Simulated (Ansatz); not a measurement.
Crystal: Mo, fcc type, 1 atom in the cell.

Method: Ansatz 0.2.0 development build, PBE, plane waves, PAW datasets (generated soft set 1).

Cutoff 420 eV; k-mesh 47×47×47 Γ-centred; Fermi–Dirac smearing of 0.0612 eV; no spin polarisation.

| V (Å³/atom) | a (Å) | E − E(min) (meV/atom) | P (GPa) |
| --- | --- | --- | --- |
| 15.082 | 3.9220 | 46.24 | 16.45 |
| 15.403 | 3.9496 | 19.53 | 10.32 |
| 15.724 | 3.9769 | 4.50 | 4.79 |
| 16.045 | 4.0038 | 0.00 | -0.22 |
| 16.366 | 4.0303 | 5.04 | -4.74 |
| 16.687 | 4.0564 | 18.68 | -8.82 |
| 17.008 | 4.0823 | 40.10 | -12.50 |

(1) Fit a third-order Birch–Murnaghan equation of state to the energies.

## Answers

(1) V₀ = 16.031 Å³/atom (a₀ = 4.003 Å), B₀ = 238 GPa, B₀′ = 4.06.

The published all-electron PBE values for this crystal (mean of FLEUR and WIEN2k, k-spacing 0.06 Å⁻¹; Bosoni et al., Nat. Rev. Phys. 6, 45 (2024)) are V₀ = 16.035 Å³/atom, B₀ = 238.3 GPa, B₀′ = 4.06.

The stress includes the program's correction for the finite plane-wave basis.

This cubic structure is a model: it isn't the usual form of the substance at ambient conditions, and such phases are metastable or hypothetical.
